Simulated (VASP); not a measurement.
Write the native input for VASP 6.6.1 that does the following.

```
Task                   : single point
Functional             : PBE
Potentials or basis    : VASP PAW PBE potentials, release 64 (Te, Be)
Cutoff                 : 520 eV
k mesh                 : 8 × 8 × 8
Occupations            : gaussian, width 0.029 eV
Spin                   : no spin polarisation
Further INCAR settings : ALGO = Normal; EDIFF = 1e-06
```

The structure of BeTe lies in POSCAR:

```
BeTe
1.0
    0.0000000000      2.7700000000      2.7700000000
    2.7700000000      0.0000000000      2.7700000000
    2.7700000000      2.7700000000      0.0000000000
Te Be
1 1
Direct
    0.7500000000      0.7500000000      0.7500000000
    0.0000000000      0.0000000000      0.0000000000
```

The input as run:

INCAR

```
SYSTEM = BeTe
PREC = Accurate ; ENCUT = 520
EDIFF = 1E-6 ; ISMEAR = 0
SIGMA = 0.028999999999999998 ; LREAL = .False.
LASPH = .True. ; NELM = 80
ALGO = Normal ; ISIF = 2
LWAVE = .False. ; LCHARG = .False.
GGA = PE
```

KPOINTS

```
regular mesh
0
Gamma
  8 8 8
  0 0 0
```

Potentials or basis: VASP PAW PBE potentials, release 64 (Te, Be).

Command:

```sh
$ cat potpaw_PBE.64/Te/POTCAR potpaw_PBE.64/Be/POTCAR > POTCAR
$ mpirun -np 1 vasp_std > vasp.out
```

Results of the run:

```json
{
  "Pressure": "4.5 GPa",
  "Band gap on the k mesh": "1.85 eV, indirect (least direct gap 3.56 eV)"
}
```

Caveat: spin-orbit coupling is left out, which moves the levels of the heavy elements.

Wall time 9.7 s on 1 thread of Intel(R) Xeon(R) Platinum 8488C (Sapphire Rapids), with other jobs on the host, peak memory 0.16 GiB.
